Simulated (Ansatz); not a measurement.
# SnS₂: deformation potentials from a series

```
CELL_PARAMETERS angstrom
3.59830 0.00000 0.00000
-1.79915 3.11622 0.00000
0.00000 0.00000 5.49400
ATOMIC_POSITIONS crystal
Sn 0.00000 0.00000 0.00000
S 0.66667 0.33333 0.26390
S 0.33333 0.66667 0.73610
```

Atoms are numbered in the order listed.

The conventional cell has a = 3.598 Å, b = 3.598 Å, c = 5.494 Å, α = 90.00°, β = 90.00°, γ = 120.00°. Sn (atom 1) is surrounded by 6 S at 2.53 Å. S (atom 2) has 3 Sn at 2.53 Å as nearest neighbours.

The cell comes from COD entry 7038081, which wasn't checked; take it as a given geometry.

Spin–orbit coupling is left out, though it moves levels of the heavy atoms by tenths of an eV or more.

Computed with Ansatz 0.2.0, DFT, PBEsol, all-electron LAPW, scalar-relativistic.

Sampling and basis: a Γ-centred 10×10×6 k mesh, Fermi–Dirac smearing of 0.01 eV, basis error target 1 meV/atom, no spin polarisation.

The cell is scaled evenly. Fractional coordinates are held (clamped ions).

Only quantities that a quadratic follows smoothly over the whole series are listed; rougher ones are left out.

```csv
ln(V/Vcell),direct gap at Γ (eV),smallest gap on mesh and path (eV)
-0.0619,2.103,1.069
-0.0202,1.823,1.022
-0.0101,1.759,1.010
0.0000,1.697,0.995
0.0100,1.637,0.987
0.0198,1.579,0.975
0.0392,1.468,0.951
0.0583,1.364,0.922
```

**Question.** Fit the series and give the slopes at zero strain.

**Answer.** Least-squares fits y = p0 + p1 x + p2 x² to the rows give direct gap at Γ (eV): p1 = -6.12, p2 = 7.1; smallest gap on mesh and path (eV): p1 = -1.21, p2 = -1.2. So dEg/dln V = -6.1 eV for the direct gap at Γ, which isn't the fundamental gap here: that one has dEg/dln V = -1.2 eV. Semilocal gaps are too small, but their slopes carry over better.

**Question.** One run, at ln(V/Vcell) = -0.0408, is withheld. Predict its row.

**Answer.** The fits give 1.958, 1.046; the run gave 1.959, 1.045.
